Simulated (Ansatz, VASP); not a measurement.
## CdS (Hawleyite) in VASP and in Ansatz

```xyz
2
Lattice="0.0000 2.8570 2.8570 2.8570 0.0000 2.8570 2.8570 2.8570 0.0000" Properties=species:S:1:pos:R:3 pbc="T T T"
Cd    0.0000    0.0000    0.0000
S     4.2854    4.2854    4.2854
```

Change from the starting cell: volume scaled by 0.94.

Alike in both runs: task single point; functional PBEsol; k mesh 8 × 8 × 8; occupations fermi-dirac, width 0.05 eV; no spin polarisation.

```csv
,VASP,Ansatz
version,VASP 6.6.1,Ansatz 0.2.0
potentials or method,"VASP PAW PBE potentials, release 64 (Cd, S), cutoff 520 eV","all-electron LAPW, scalar-relativistic"
```

```csv
,VASP,Ansatz,Ansatz less VASP
gap on the k mesh at the Fermi level (eV),1.13,1.13,-0.009
least direct gap on the mesh (eV),1.13,1.13,-0.009
pressure (GPa),4.5,4.1,-0.48
```

Ansatz ran all-electron here, so the differences hold the error of VASP's frozen core and of both bases.

Caveats: the PAW data sets were made with another functional, which shifts forces and pressure a little (VASP).
